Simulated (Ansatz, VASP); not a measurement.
**AlCu2 in VASP and in Ansatz**

```
CELL_PARAMETERS angstrom
4.18849 0.00000 0.00000
-2.09425 3.62734 0.00000
0.00000 0.00000 2.56768
ATOMIC_POSITIONS crystal
Al 0.00000 0.00000 0.00000
Cu 0.33333 0.66667 0.50000
Cu 0.66667 0.33333 0.50000
```

Alike in both runs: functional PBE; k mesh 6 × 6 × 6; occupations gaussian, width 0.1 eV; no spin polarisation.

Ansatz relaxed the structure, and its values are those at the end. VASP's run is a single point on that final structure, the one shown.

|  | VASP | Ansatz |
| --- | --- | --- |
| version | VASP 6.6.1 | Ansatz 0.2.0 |
| potentials or method | VASP PAW PBE potentials, release 64 (Al, Cu) | scalar-relativistic, plane waves, PAW |
| plane-wave cutoff (eV) | 520 | 420 |
| valence electrons in the cell | 25 | 41 |

VASP gave:

- gap on the k mesh at the Fermi level (eV): none
- pressure (GPa): 0.5

Which values does Ansatz return?

gap on the k mesh at the Fermi level (eV): none; pressure (GPa): 0.1.

A gap of «none» marks a metal or a gap that the smearing closes. The functional is the same, so the differences come from potentials, cutoffs and numerics. The two sets of potentials don't hold the same shells in valence.

Caveats: the k mesh is coarse (spacing up to 0.41 Å⁻¹), so the values aren't converged.
